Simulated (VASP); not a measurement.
# KI (Fm-3m) in VASP: a series of runs

The runs below take KI through phonons, optical spectrum, with PBEsol+D3, PBE+MBD.

All numbers are computed with VASP 6.6.1; they aren't measurements. Logs are shortened: lines on timing, memory, paths and dates and some standing lists are left out, and cuts for length are marked.

### Step 1. The crystal as given

Symmetry: Fm-3m, No. 225, cubic system. The conventional cell has a = 7.066 Å, b = 7.066 Å, c = 7.066 Å, α = 90.00°, β = 90.00°, γ = 90.00°. Around I (site symmetry m-3m) lie 6 K at 3.53 Å. K (site symmetry m-3m) is surrounded by 6 I at 3.53 Å.

### Step 2. Phonons, PBEsol+D3

POSCAR

```
KI
1.0
    0.0000000000      3.5327750000      3.5327750000
    3.5327750000      0.0000000000      3.5327750000
    3.5327750000      3.5327750000      0.0000000000
I K
1 1
Cartesian
    3.5327750000      3.5327750000      3.5327750000
    0.0000000000      0.0000000000      0.0000000000
```

INCAR.step1

```
SYSTEM = KI
ALGO = Normal ; EDIFF = 1E-8
EDIFFG = -0.002 ; ENCUT = 600
GGA = PS ; IBRION = 2
ISIF = 3 ; ISMEAR = -1
IVDW = 11 ; LASPH = .True.
LCHARG = .False. ; LREAL = .False.
LWAVE = .False. ; NELM = 100
NSW = 40 ; PREC = Accurate
SIGMA = 0.1
```

INCAR.step2

```
SYSTEM = KI
ALGO = Normal ; EDIFF = 1E-8
ENCUT = 600 ; GGA = PS
IBRION = 6 ; ISIF = 2
ISMEAR = -1 ; IVDW = 11
LASPH = .True. ; LCHARG = .False.
LREAL = .False. ; LWAVE = .False.
NELM = 100 ; NFREE = 2
NSW = 1 ; POTIM = 0.015
PREC = Accurate ; SIGMA = 0.1
```

KPOINTS

```
k-points
0
Gamma
  5 5 5
  0 0 0
```

Potentials or basis: VASP PAW PBE potentials, release 64 (I, K_sv).

On the command line:

```sh
$ cat potpaw_PBE.64/I/POTCAR potpaw_PBE.64/K_sv/POTCAR > POTCAR
$ cp INCAR.step1 INCAR
$ mpirun -np 1 vasp_std > vasp.out
$ cp CONTCAR POSCAR
$ cp INCAR.step2 INCAR
$ mpirun -np 1 vasp_std > vasp.out
```

OUTCAR:

```text
SYSTEM = KI
   EDIFF = 1E-8
   ENCUT = 600
   GGA = PS
   IBRION = 6
   ISIF = 2
   ISMEAR = -1
   IVDW = 11
   LASPH = .True.
   LREAL = .False.
   NELM = 100
   NFREE = 2
   NSW = 1
   POTIM = 0.015
   PREC = Accurate
 IVDW          = 11

 ion  position               nearest neighbor table
   1  0.500  0.500  0.500-   2 3.47   2 3.47   2 3.47   2 3.47   2 3.47   2 3.47
   2  0.000  0.000  0.000-   1 3.47   1 3.47   1 3.47   1 3.47   1 3.47   1 3.47

  LATTYP: Found a face centered cubic cell.
 ALAT       =     6.9338377071

  Lattice vectors:

 A1 = (   0.0000000000,   3.4669188535,   3.4669188535)
 A2 = (   3.4669188535,   0.0000000000,   3.4669188535)
 A3 = (   3.4669188535,   3.4669188535,   0.0000000000)

Analysis of symmetry for initial positions (statically):
=====================================================================
 Subroutine PRICEL returns:
 Original cell was already a primitive cell.

 Routine SETGRP: Setting up the symmetry group for a
 face centered cubic supercell.

 Subroutine GETGRP returns: Found 48 space group operations
 (whereof 48 operations were pure point group operations)
 out of a pool of 48 trial point group operations.

The static configuration has the point symmetry O_h .

Analysis of symmetry for dynamics (positions and initial velocities):
=====================================================================
 Subroutine PRICEL returns:
 Original cell was already a primitive cell.

 Routine SETGRP: Setting up the symmetry group for a
 face centered cubic supercell.

 Subroutine GETGRP returns: Found 48 space group operations
 (whereof 48 operations were pure point group operations)
 out of a pool of 48 trial point group operations.

The dynamic configuration has the point symmetry O_h .

 Subroutine INISYM returns: Found 48 space group operations
 (whereof 48 operations are pure point group operations),
 and found     1 'primitive' translations

----------------------------------------------------------------------------------------

                                     Primitive cell

  volume of cell :      83.3414

  direct lattice vectors                    reciprocal lattice vectors
     0.000000000  3.466918854  3.466918854    -0.144220278  0.144220278  0.144220278
     3.466918854  0.000000000  3.466918854     0.144220278 -0.144220278  0.144220278
     3.466918854  3.466918854  0.000000000     0.144220278  0.144220278 -0.144220278

  length of vectors
     4.902963662  4.902963662  4.902963662     0.249796849  0.249796849  0.249796849

  position of ions in fractional coordinates (direct lattice)
     0.500000000  0.500000000  0.500000000
     0.000000000  0.000000000  0.000000000

  ion indices of the primitive-cell ions
   primitive index   ion index
                 1           1
                 2           2

----------------------------------------------------------------------------------------

 KPOINTS: k-points

Automatic generation of k-mesh.
 Grid dimensions read from file:
 generate k-points for:    5    5    5

 Generating k-lattice:

  Cartesian coordinates                     Fractional coordinates (reciprocal lattice)
    -0.028844056  0.028844056  0.028844056     0.200000000  0.000000000  0.000000000
     0.028844056 -0.028844056  0.028844056     0.000000000  0.200000000  0.000000000
     0.028844056  0.028844056 -0.028844056     0.000000000  0.000000000  0.200000000

  Length of vectors
     0.049959370  0.049959370  0.049959370

  Shift w.r.t. Gamma in fractional coordinates (k-lattice)
     0.000000000  0.000000000  0.000000000

 Subroutine IBZKPT returns following result:
 ===========================================

 Found     10 irreducible k-points:

 Following reciprocal coordinates:
            Coordinates               Weight
  0.000000  0.000000  0.000000      1.000000
  0.200000  0.000000  0.000000      8.000000
  0.400000  0.000000  0.000000      8.000000
  0.200000  0.200000  0.000000      6.000000
  0.400000  0.200000  0.000000     24.000000
 -0.400000  0.200000  0.000000     24.000000
 -0.200000  0.200000  0.000000     12.000000
  0.400000  0.400000  0.000000      6.000000
 -0.400000  0.400000  0.000000     12.000000
 -0.400000  0.400000  0.200000     24.000000
   k-points           NKPTS =     10   k-points in BZ     NKDIM =     10   number of bands    NBANDS=     12
   number of dos      NEDOS =    301   number of ions     NIONS =      2
   total plane-waves  NPLWV =  64000
   dimension x,y,z NGX =    40 NGY =   40 NGZ =   40
   dimension x,y,z NGXF=    80 NGYF=   80 NGZF=   80
   ions per type =               1   1
   NGX,Y,Z   is equivalent  to a cutoff of  13.56, 13.56, 13.56 a.u.
   NGXF,Y,Z  is equivalent  to a cutoff of  27.13, 27.13, 27.13 a.u.
 SYSTEM =  KI
   PREC   = accura    normal or accurate (medium, high low for compatibility)
   ISTART =      0    job   : 0-new  1-cont  2-samecut
   ICHARG =      2    charge: 1-file 2-atom 10-const
   ISPIN  =      1    spin polarized calculation?
   LNONCOLLINEAR =      F non collinear calculations
   LSORBIT =      F    spin-orbit coupling
   LASPH  =      T    aspherical Exc in radial PAW
   ENCUT  =  600.0 eV  44.10 Ry    6.64 a.u.   9.79  9.79  9.79*2*pi/ulx,y,z
   NELM   =    100;   NELMIN=  2; NELMDL=  0     # of ELM steps
   EDIFF  = 0.1E-07   stopping-criterion for ELM
   LREAL  =      F    real-space projection
   EDIFFG = 0.1E-06   stopping-criterion for IOM
   NSW    =     61    number of steps for IOM
   IBRION =      6    ionic relax: 0-MD 1-quasi-New 2-CG
   NFREE  =      2    steps in history (QN), initial steepest desc. (CG)
   ISIF   =      2    stress and relaxation
   ISYM   =      2    0-nonsym 1-usesym 2-fastsym
   POTIM  = 0.0150    time-step for ionic-motion
   TEBEG  =    0.0;   TEEND  =   0.0 temperature during run
   PSTRESS=    0.0 pullay stress
   NELECT =      16.0000    total number of electrons
   NUPDOWN=      -1.0000    fix difference up-down
   EMIN   =  10.00;   EMAX   =-10.00  energy-range for DOS
   EFERMI =   0.00;   METHOD = LEGACY
   ISMEAR =    -1;   SIGMA  =   0.10  broadening in eV -4-tet -1-fermi 0-gaus
   EFERMI_NEDOS =   21; number of points for ismear=-14 and -15
   IALGO  =     38    algorithm
   IMIX   =      4    mixing-type and parameters
     AMIX     =   0.40;   BMIX     =  1.00
     AMIX_MAG =   1.60;   BMIX_MAG =  1.00
  volume/ion in A,a.u.               =      41.67       281.21
  Fermi-wavevector in a.u.,A,eV,Ry     =   0.944411  1.784678 12.135208  0.891913
  Thomas-Fermi vector in A             =   2.072213
   LORBIT       =      0    0 simple, 1 ext, 2 COOP (PROOUT), +10 PAW based schemes
   GGA     = PS    functional components
   LHFCALC =     F    Hartree Fock is set to
   AEXX    =    0.0000 exact exchange contribution
   IVDW    =    11    specifies the selected vdW correction
   LEPSILON=     F    determine dielectric tensor
   LRPA    =     F    only Hartree local field effects (RPA)
 finite differences with symmetry
 non-spin polarized calculation
  energy-cutoff  :      600.00
  volume of cell :       83.34
 maximum number of plane-waves:      2812
   NGX = 19   NGY = 19   NGZ = 19

--------------------------------------- Ionic step        1  -------------------------------------------

 number of electron      16.0000001 magnetization

 Free energy of the ion-electron system (eV)
  ---------------------------------------------------
  ext. energy  EPLUGINS =         0.00000000
  ---------------------------------------------------
  free energy    TOTEN  =        -5.81159140 eV

  energy without entropy =       -5.81159140  energy(sigma->0) =       -5.81159140

------------------------ aborting loop because EDIFF is reached ----------------------------------------

 Edisp (eV)   -0.34600

 E8    (eV) :    -0.2427

  FORCE on cell =-STRESS in cart. coord.  units (eV):
  Direction    XX          YY          ZZ          XY          YZ          ZX
  --------------------------------------------------------------------------------------
  -------------------------------------------------------------------------------------
  Total       0.00035     0.00035     0.00035    -0.00000     0.00000    -0.00000
  in kB       0.00668     0.00668     0.00668    -0.00000     0.00000    -0.00000
  external pressure =        0.01 kB  Pullay stress =        0.00 kB
[... 141 lines left out ...]
  energy  without entropy=       -6.1574548171  energy(sigma->0) =       -6.15745482

--------------------------------------- Ionic step        5  -------------------------------------------

 number of electron      16.0000001 magnetization

 Free energy of the ion-electron system (eV)
  ---------------------------------------------------
  ext. energy  EPLUGINS =         0.00000000
  ---------------------------------------------------
  free energy    TOTEN  =        -5.81144800 eV

  energy without entropy =       -5.81144800  energy(sigma->0) =       -5.81144800

 E-fermi :   1.9078     XC(G=0):  -7.5736

 val. band max:       -0.2067791003   @ k =   0.0000   0.0000   0.0000
 cond. band min:       3.7314920676   @ k =   0.0000   0.0000   0.0000
 fundamental gap:      3.9382711679
 Fermi energy:         1.9078321734

 k-point     1 :       0.0000    0.0000    0.0000
  band No.  band energies     occupation
      1     -28.4394      2.00000
      2     -12.0008      2.00000
      3     -12.0007      2.00000
      4     -12.0007      2.00000
      5     -10.8348      2.00000
      6      -0.2068      2.00000
      7      -0.2068      2.00000
      8      -0.2068      2.00000
      9       3.7315      0.00000
     10       6.1857      0.00000
     11       6.1857      0.00000
     12       6.1857      0.00000
[... 286 lines left out ...]
  FREE ENERGIE OF THE ION-ELECTRON SYSTEM (eV)
  ---------------------------------------------------
  free  energy   TOTEN  =        -6.1574548171 eV

  energy  without entropy=       -6.1574548164  energy(sigma->0) =       -6.15745482

 INTERNAL STRAIN TENSORS FROM DISPLACED ATOMS
 ============================================

 INTERNAL STRAIN TENSOR FOR ION    1 for displacements in x,y,z  (eV/Angst):
          X           Y           Z          XY          YZ          ZX
  --------------------------------------------------------------------------------
  x     0.00000     0.00000     0.00000     0.00000     0.00000     0.00000
  y     0.00000     0.00000     0.00000     0.00000     0.00000     0.00000
  z     0.00000     0.00000     0.00000     0.00000     0.00000     0.00000

 INTERNAL STRAIN TENSOR FOR ION    2 for displacements in x,y,z  (eV/Angst):
          X           Y           Z          XY          YZ          ZX
  --------------------------------------------------------------------------------
  x     0.00000     0.00000     0.00000     0.00000     0.00000     0.00000
  y     0.00000     0.00000     0.00000     0.00000     0.00000     0.00000
  z     0.00000     0.00000     0.00000     0.00000     0.00000     0.00000

 Eigenvectors and eigenvalues of the dynamical matrix
 ----------------------------------------------------

   1 f  =    3.100918 THz    19.483643 2PiTHz  103.435492 cm-1    12.824361 meV
             X         Y         Z           dx          dy          dz
      3.466919  3.466919  3.466919     0.000000    0.485742    0.000000
      0.000000  0.000000  0.000000     0.000000   -0.874102    0.000000

   2 f  =    3.100918 THz    19.483643 2PiTHz  103.435492 cm-1    12.824361 meV
             X         Y         Z           dx          dy          dz
      3.466919  3.466919  3.466919    -0.485742    0.000000    0.000000
      0.000000  0.000000  0.000000     0.874102    0.000000    0.000000
[... 11 lines left out ...]
   5 f/i=    0.001528 THz     0.009601 2PiTHz    0.050971 cm-1     0.006320 meV
             X         Y         Z           dx          dy          dz
      3.466919  3.466919  3.466919     0.000000   -0.874102    0.000000
      0.000000  0.000000  0.000000     0.000000   -0.485742    0.000000

   6 f/i=    0.001528 THz     0.009601 2PiTHz    0.050971 cm-1     0.006320 meV
             X         Y         Z           dx          dy          dz
      3.466919  3.466919  3.466919     0.000000    0.000000    0.874102
      0.000000  0.000000  0.000000     0.000000    0.000000    0.485742

 ELASTIC MODULI CONTR FROM IONIC RELAXATION (kBar)
 Direction    XX          YY          ZZ          XY          YZ          ZX
 --------------------------------------------------------------------------------
 XX           0.0000      0.0000      0.0000      0.0000      0.0000      0.0000
 YY           0.0000      0.0000      0.0000      0.0000      0.0000      0.0000
 ZZ           0.0000      0.0000      0.0000      0.0000      0.0000      0.0000
 XY           0.0000      0.0000      0.0000      0.0000      0.0000      0.0000
 YZ           0.0000      0.0000      0.0000      0.0000      0.0000      0.0000
 ZX           0.0000      0.0000      0.0000      0.0000      0.0000      0.0000
 --------------------------------------------------------------------------------
```

It took 2.6 min on 1 thread of Intel Xeon Platinum 8488C (Sapphire Rapids), shared host; peak memory 0.26 GiB.

Results:

```yaml
Relaxed_volume: 41.67 Å³/atom
Relaxed_cell: a = 4.903 Å, b = 4.903 Å, c = 4.903 Å, α = 60.00°, β = 60.00°, γ = 60.00°
Space_group_after_relaxing_to_0.05_Å: Fm-3m (No. 225)
Highest_phonon_frequency_at_Γ_LO-TO_splitting_left_out: 103 cm⁻¹
Dispersion_energy_per_atom: -0.173 eV
```

Step by step:
```csv
step,energy change (eV),largest force (eV/Å),pressure (GPa),volume (Å³)
1,0.0000,0.0000,-0.63,88.18
2,-0.0070,0.0000,-0.37,85.97
3,-0.0101,0.0000,-0.03,83.55
4,-0.0102,0.0000,0.00,83.34
```

Final structure:
```
I K
1.0
     0.00000    3.46692    3.46692
     3.46692    0.00000    3.46692
     3.46692    3.46692    0.00000
I K
1 1
Direct
  0.50000 0.50000 0.50000
  0.00000 0.00000 0.00000
```

Phonon frequencies in cm⁻¹ (negative: imaginary):
| q point | frequencies |
| --- | --- |
| (0.000, 0.000, 0.000) | 0 0 0 103 103 103 |

Caveat: the PAW data sets were made with another functional, which shifts forces and pressure a little.

(Part 1 of 2 ends here.)
